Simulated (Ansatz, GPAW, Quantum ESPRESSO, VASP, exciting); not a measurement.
## SrO: 6 runs at one level of theory

```
Sr O
1.0
     0.00000    2.56630    2.56630
     2.56630    0.00000    2.56630
     2.56630    2.56630    0.00000
Sr O
1 1
Direct
  0.50000 0.50000 0.50000
  0.00000 0.00000 0.00000
```

Alike in all runs: task band structure; functional PBEsol; k mesh 9 × 9 × 9; occupations fermi-dirac, width 0.05 eV; no spin polarisation; no spin-orbit coupling. Pressure is positive in compression and, in plane waves, holds the error of the finite cutoff, which Ansatz's Pulay term estimates and takes out. Gaps are the smaller of the mesh's and the band path's.

```tsv
program and potentials	plane-wave cutoff (eV)	notes	band gap (eV)	pressure (GPa)
Ansatz, Ansatz PAW	420	potentials made for PBE, which Ansatz adapts in part; Pulay term of +0.40 GPa included	3.20	-0.55
Ansatz, all-electron LAPW, scalar-relativistic	-	-	3.20	-0.55
VASP, PBE PAW files O, Sr_sv, 520 eV	520	potentials made for PBE	3.15	0.07
exciting, all-electron LAPW+lo, shipped species files, valence relativity iora*	-	-	3.21	-
GPAW, PAW data sets generated for this functional	800	-	3.25	0.02
Quantum ESPRESSO, PseudoDojo 0.4.1 SR PBEsol standard	1143	-	?	?
```

Task: Estimate from the other rows what the run with Quantum ESPRESSO, PseudoDojo 0.4.1 SR PBEsol standard gave.

Result: Band gap 3.21 eV; pressure -0.75 GPa. The other rows, which needn't bracket it: band gap 3.15 to 3.25; pressure -0.55 to 0.07.
